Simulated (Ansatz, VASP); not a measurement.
# One calculation of NaF (Villiaumite), two programs

```
Na F
1.0
     0.00000    2.31510    2.31510
     2.31510    0.00000    2.31510
     2.31510    2.31510    0.00000
Na F
1 1
Cartesian
  0.0000 0.0000 0.0000
  2.3151 2.3151 2.3151
```

Alike in both runs: functional PBEsol; k mesh 8 × 8 × 8; occupations gaussian, width 0.02 eV; no spin polarisation.

Ansatz relaxed the structure, and its values are those at the end. VASP's run is a single point on that final structure, the one shown.

|  | VASP | Ansatz |
| --- | --- | --- |
| version | VASP 6.6.1 | Ansatz 0.2.0 |
| potentials or method | VASP PAW PBE potentials, release 64 (Na_pv, F) | scalar-relativistic, plane waves, PAW |
| plane-wave cutoff (eV) | 520 | 420 |
| valence electrons in the cell | 14 | 16 |

```csv
,VASP,Ansatz,Ansatz less VASP
gap on the k mesh at the Fermi level (eV),6.17,6.19,+0.022
least direct gap on the mesh (eV),6.17,6.19,+0.022
pressure (GPa),-0.1,0.0,+0.08
```

The functional is the same, so the differences come from potentials, cutoffs and numerics. The two sets of potentials don't hold the same shells in valence.

Caveats: the PAW data sets were made with another functional, which shifts forces and pressure a little (VASP). A hybrid or GW would open this gap; PBEsol tends to underestimate it.
